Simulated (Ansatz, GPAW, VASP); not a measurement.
## Mg: 4 runs at one level of theory

```
Mg
1.0
    -1.77276    1.77276    1.77276
     1.77276   -1.77276    1.77276
     1.77276    1.77276   -1.77276
Mg
1
Direct
  0.00000 0.00000 0.00000
```

This isn't the form of Mg at room conditions, which is hcp.

Alike in all runs: task single point; functional LDA; k mesh 11 × 11 × 11; occupations gaussian, width 0.02 eV; no spin polarisation; no spin-orbit coupling. LDA stands for any of its common fits. Pressure is positive in compression and, in plane waves, holds the error of the finite cutoff, which Ansatz's Pulay term estimates and takes out.

```json
{"program and potentials": "Ansatz, Ansatz PAW", "plane-wave cutoff (eV)": "420", "notes": "potentials made for PBE, which Ansatz adapts in part; 10 valence electrons an atom on average", "pressure (GPa)": "-1.31"}
{"program and potentials": "GPAW, the program's PAW data sets (release 1.2.1) made for this functional", "plane-wave cutoff (eV)": "800", "notes": "10 valence electrons an atom on average", "pressure (GPa)": "-1.32"}
{"program and potentials": "VASP, LDA PAW files Mg, release 54, 520 eV", "plane-wave cutoff (eV)": "520", "notes": "2 valence electrons an atom on average", "pressure (GPa)": "-1.64"}
{"program and potentials": "Ansatz, all-electron LAPW, scalar-relativistic", "plane-wave cutoff (eV)": "-", "notes": "-", "pressure (GPa)": "-1.28"}
```

The pressure spans -1.64 (VASP, LDA PAW files Mg, release 54, 520 eV) to -1.28 GPa (Ansatz, all-electron LAPW, scalar-relativistic), with all-electron results at -1.28.

Differences between rows come from potentials, basis sets and numerical settings, since the functional is the same but for its coding. Runs on potential files found faulty are left out.
